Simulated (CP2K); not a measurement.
Runs of CP2K 2026.2 on TaN. The structure is cubic, space group Fm-3m (No. 225). The conventional cell has a = 4.423 Å, b = 4.423 Å, c = 4.423 Å, α = 90.00°, β = 90.00°, γ = 90.00°. Ta (site symmetry m-3m) is surrounded by 6 N at 2.21 Å. N (site symmetry m-3m) has 6 Ta at 2.21 Å as nearest neighbours. The cell comes from a database or a generator and needn't be the stable form of this composition.

| level | potentials or basis | smearing | EPS_DEFAULT | NGRIDS | points a segment of the path (NPOINTS) | bands added on the path | CUTOFF of the grids | gap on the mesh (eV) | pressure (GPa) |
| --- | --- | --- | --- | --- | --- | --- | --- | --- | --- |
| LDA | GTH_POTENTIALS Ta GTH-PADE-q13, N GTH-PADE-q5; TZVP-MOLOPT-PBE-GTH basis | fermi-dirac 0.0259 eV | 1.0E-10 | 4 | 6 | 6 | 450 Ry | none | -119.4 |
| PBE | POTENTIAL_UZH Ta GTH-PBE-q13, N GTH-PBE-q5; TZVP-MOLOPT-PBE-GTH basis | fermi-dirac 0.05 eV | 1.0E-9 | 5 | 6 | 6 | 450 Ry | none | -5.8 |
| PBEsol | POTENTIAL_UZH Ta GTH-PBE-q13, N GTH-PBE-q5; TZVP-MOLOPT-PBE-GTH basis | fermi-dirac 0.1 eV | 1.0E-10 | 5 | 8 | 2 | 450 Ry | none | (a) |
| TB-mBJ | POTENTIAL_UZH Ta GTH-PBE-q13, N GTH-PBE-q5; TZVP-MOLOPT-PBE-GTH basis | fermi-dirac 0.01 eV | 1.0E-9 | 4 | 10 | 6 | 675 Ry | none | - |
| r2SCAN | POTENTIAL_UZH Ta GTH-SCAN-q13, N GTH-SCAN-q5; TZVP-MOLOPT-SCAN-GTH basis | fermi-dirac 0.0259 eV | 1.0E-9 | 5 | 8 | 4 | 675 Ry | none | -11.9 |

Alike in all rows: task band structure; no spin polarisation; cell as given; k mesh 10 × 10 × 10.

Q: Fill in the values left out.

A: (a) -13.1.

Caveats: spin-orbit coupling is left out, which moves the levels of the heavy elements; the basis of atomic orbitals isn't converged, which shifts pressures, moduli and gaps; the potentials were made for another functional, which shifts forces and pressure (some runs); a pressure of tens of GPa on the cell as given is suspect, and the run, the potentials or the cell itself is likely at fault (some runs); this is a model potential without an energy functional, so only levels have meaning (some runs).

A k mesh can miss the band edges, and the runs leave out spin-orbit coupling on Ta.

A gap of «none» marks a metal or a gap under the smearing width.
